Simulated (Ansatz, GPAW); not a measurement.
## One calculation of Mo, 3 ways

```xyz
1
Lattice="-1.5838 1.5838 1.5838 1.5838 -1.5838 1.5838 1.5838 1.5838 -1.5838" Properties=species:S:1:pos:R:3 pbc="T T T"
Mo    0.0000    0.0000    0.0000
```

Alike in all runs: task single point; functional PBE; k mesh 12 × 12 × 12; occupations gaussian, width 0.015 eV; no spin polarisation; no spin-orbit coupling. Pressure is positive in compression and, in plane waves, holds the error of the finite cutoff, which Ansatz's Pulay term estimates and takes out.

| program and potentials | plane-wave cutoff (eV) | notes | band gap (eV) | pressure (GPa) |
| --- | --- | --- | --- | --- |
| Ansatz, Ansatz PAW | 420 | Pulay term of +0.05 GPa included | no gap | -1.93 |
| Ansatz, all-electron LAPW, scalar-relativistic | - | - | no gap | -1.95 |
| GPAW, GPAW PAW data sets (gpaw-data 1.2.1) | 600 | - | no gap | -2.30 |

None finds a gap. The pressure spans -2.30 (GPAW, GPAW PAW data sets (gpaw-data 1.2.1)) to -1.93 GPa (Ansatz, Ansatz PAW), with all-electron results at -1.95.

The functional is the same throughout but for its coding, so the spread measures potentials, basis and numerics; runs on potential files found faulty are left out.
